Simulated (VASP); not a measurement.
## TiSi2 under changes of volume

One of the cells (14.462 Å³/atom); the others are scaled copies at fixed shape and fractional positions:

```
Ti Si
1.0
     1.77679   -6.80405    0.00000
     1.77679    6.80405    0.00000
     0.00000    0.00000    3.58879
Ti Si
2 4
Direct
  0.10312 0.89688 0.25000
  0.89688 0.10312 0.75000
  0.75031 0.24969 0.25000
  0.24969 0.75031 0.75000
  0.44175 0.55825 0.25000
  0.55825 0.44175 0.75000
```

The cell comes from a database or a generator and needn't be the stable form of this composition.

| Quantity | Value |
| --- | --- |
| Program | VASP 6.6.1 |
| Functional | PBEsol |
| Potentials or basis | VASP PAW PBE potentials, release 64 (Ti_sv, Si) |
| Cutoff | 520 eV |
| k mesh | 8 × 8 × 8 |
| Occupations | fermi-dirac, width 0.05 eV |
| Spin | no spin polarisation |

```csv
volume (Å³/atom),energy over the lowest point (meV/atom),pressure (GPa),largest force (eV/Å)
13.328,15.14,7.8,0.448
13.611,4.51,4.2,0.358
13.895,0.00,0.9,0.276
14.462,?,?,?
14.746,17.38,-7.1,0.091
15.029,31.80,-9.2,0.134
```

Problem. What does the run at 14.462 Å³/atom give?

Solution. Energy over the lowest point 6.96 meV/atom; pressure -4.7 GPa; largest force 0.138 eV/Å.

Worked out: A Birch-Murnaghan fit of order 3 (a polynomial in V^(-2/3)) to the other rows has its minimum at 13.98 Å³/atom with B0 = V·E''(V) = 148 GPa and B' = 4.2 at fixed shape and positions, which overstates the stiffness. It gives 6.94 meV/atom at 14.462 Å³/atom, against the run's 6.96, and -dE/dV = -4.7 GPa, against -4.7.

Energies are extrapolated to zero smearing.

Caveats: the PAW data sets were made with another functional, which shifts forces and pressure a little.
